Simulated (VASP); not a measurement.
## GaN: relaxation of cell and atoms with PBEsol

GaN:

```
Ga N
1.0
     3.17960    0.00000    0.00000
    -1.58980    2.75362    0.00000
     0.00000    0.00000    5.18376
Ga N
2 2
Direct
  0.33333 0.66667 0.99930
  0.66667 0.33333 0.49930
  0.33333 0.66667 0.37570
  0.66667 0.33333 0.87570
```

- Program: VASP 6.6.1
- Task: relaxation of cell and atoms
- Functional: PBEsol
- Potentials or basis: VASP PAW PBE potentials, release 64 (Ga_d, N)
- Cutoff: 600 eV
- k mesh: 12 × 12 × 5
- Occupations: gaussian, width 0.03 eV
- Spin: no spin polarisation
- Further INCAR settings: ALGO = Normal; EDIFF = 1e-07; IBRION = 2; EDIFFG = -0.005; NSW = 90; ISIF = 3

* Relaxed volume: 11.35 Å³/atom
* Relaxed cell: a = 3.180 Å, b = 3.180 Å, c = 5.183 Å, α = 90.00°, β = 90.00°, γ = 120.00°
* Space group after relaxing (to 0.05 Å): P6_3mc (No. 186)
* Energy gained by relaxing: 0.0 meV/atom
* Ionic steps: 2
* Pressure after relaxing: 0.0 GPa
* Band gap on the k mesh: 1.91 eV, direct

Forces on the atoms (eV/Å):
```
Ga   0.000  0.000 -0.002
Ga   0.000  0.000 -0.002
N    0.000  0.000  0.002
N    0.000  0.000  0.002
```

Final structure:
```
Ga N
1.0
     3.18023    0.00000    0.00000
    -1.59012    2.75416    0.00000
     0.00000    0.00000    5.18322
Ga N
2 2
Direct
  0.33333 0.66667 0.99924
  0.66667 0.33333 0.49924
  0.33333 0.66667 0.37576
  0.66667 0.33333 0.87576
```

Levels at points of the mesh, in eV from the valence-band top:
```
           k point  band 15  band 16  band 17  band 18  band 19  band 20  band 21  band 22
(0.00, 0.00, 0.00)    -1.05    -0.05     0.00     0.00     1.91     4.23     9.12     9.83
(0.50, 0.00, 0.00)    -4.28    -2.79    -2.26    -1.02     4.95     5.53     5.95     8.59
```

Run time: 37 s on 2 MPI ranks on Intel(R) Xeon(R) 6975P-C (Granite Rapids) (shared host), peak memory 0.21 GiB a rank.

Caveat: the PAW data sets were made with another functional, which shifts forces and pressure a little. Expect the measured gap to be larger: semilocal functionals such as PBEsol lack the derivative discontinuity.
